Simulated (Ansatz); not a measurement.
A surface is cut from this relaxed crystal of Cu:

```cif
data_structure
_symmetry_space_group_name_H-M 'Fm-3m'
_symmetry_Int_Tables_number 225
_cell_length_a 3.5634
_cell_length_b 3.5634
_cell_length_c 3.5634
_cell_angle_alpha 90.000
_cell_angle_beta 90.000
_cell_angle_gamma 90.000
_cell_volume 45.25
loop_
_atom_site_label
_atom_site_type_symbol
_atom_site_symmetry_multiplicity
_atom_site_Wyckoff_symbol
_atom_site_fract_x
_atom_site_fract_y
_atom_site_fract_z
_atom_site_occupancy
Cu1 Cu 4 a 0.00000 0.00000 0.00000 1
```

Miller indices refer to the conventional cell of Fm-3m (No. 225), a = 3.563 Å, b = 3.563 Å, c = 3.563 Å, α = 90.00°, β = 90.00°, γ = 90.00°.

Consider the (210) slab of 14 planes, 10.4 Å thick with 15 Å of vacuum as cut; outer planes Cu (top) and Cu (bottom), all atoms relaxed.

The calculation used Ansatz 0.2.0, DFT PBEsol, scalar-relativistic, plane waves, PAW. Cutoff 420 eV; k points 11×9×1 on the computed 14-atom cell (Γ-centred); Gaussian smearing, width 0.10 eV; no spin polarisation. A dipole correction removes the field between periodic images along c.

(1) Estimate the surface energy (mean of both faces).

(2) Give the work function.

(3) The top two planes lie 0.797 Å apart in the bulk. How does relaxation change this?

Results:

(1) 2.02 J/m².

(2) 4.40 eV.

(3) The spacing becomes 0.678 Å (-15.0 %).